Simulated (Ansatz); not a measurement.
Method: Ansatz, DFT PBE, scalar-relativistic, plane waves, PAW. Settings: cutoff 420 eV, Γ-centred meshes spaced at most about 0.3 Å⁻¹ (2π included), Gaussian smearing. No spin polarisation.

Each guess is relaxed in cell and atoms at zero pressure, on a coarse mesh first where it starts far from rest and then on a converged one. The steps can't lower the symmetry of the start, but it can rise. Energies are static (0 K, no zero-point motion).

Two unrelaxed guesses for ZrSi₃O₈:

A.

Space group C2 (No. 5). a = 6.630 Å, b = 6.630 Å, c = 6.143 Å, α = 90.00°, β = 90.00°, γ = 90.00°
```tsv
atom	site	symmetry	x	y	z
Zr	2a	2	0.5000	0.6823	0.0000
Si	2b	2	0.5000	0.3177	0.5000
Si	4c	1	0.6823	0.0000	0.2500
O	4c	1	0.4519	0.8165	0.8019
O	4c	1	0.1835	0.9519	0.5519
O	4c	1	0.5481	0.1835	0.3019
O	4c	1	0.8165	0.0481	0.0519
```

B.

Space group P222 (No. 16). a = 4.116 Å, b = 4.500 Å, c = 7.290 Å, α = 90.00°, β = 90.00°, γ = 90.00°
```csv
atom,site,symmetry,x,y,z
Zr,1a,222,0.0000,0.0000,0.0000
Si,1c,222,0.0000,0.5000,0.0000
Si,1f,222,0.5000,0.0000,0.5000
Si,1h,222,0.5000,0.5000,0.5000
O,4u,1,0.2090,0.7500,0.8900
O,4u,1,0.7090,0.2500,0.3900
```

Problem. Where do they end, and which end is lower?

Solution. A ends lower, by 0.45 eV/atom. A: C2 at 11.3 Å³/atom → C2 at 18.3 Å³/atom; B: P222 at 11.3 Å³/atom → P222 at 14.4 Å³/atom. Counting O atoms around Si and Zr (those within 1.25 times the shortest such distance or 1.15 times the sum of covalent radii, 1.27 where that leaves under three), the end of A and the end of B both have Zr 4, Si 4. The end of B holds Si–Si chains (shortest 2.53 Å); in the end of A the shortest Si–Si distance is 3.22 Å. End of A. Conventional cell: a = 7.525 Å, b = 7.661 Å, c = 7.607 Å, β = 90.0°. Around Zr lie 4 O at 1.95–1.96 Å; around Si on a site of symmetry 2 lie 4 O at 1.63 Å; O on its first site is surrounded by 1 Si at 1.63 Å and 1 Zr at 1.96 Å; 4 more sites not described. End of B. Conventional cell: a = 5.051 Å, b = 5.822 Å, c = 5.863 Å. Around Zr lie 4 O at 1.97 Å and 2 Si at 2.53 Å; Si on its first site is surrounded by 4 O at 1.65 Å and 2 Zr at 2.53 Å; around O on its first site lie 1 Si at 1.65 Å and 1 Zr at 1.97 Å; 3 more sites not described.

Ends held by symmetry can be saddle points. No dispersion correction is applied, so the spacing and binding between layers, chains or molecules are poorly described (P222), and this can change margins and order among such cells.
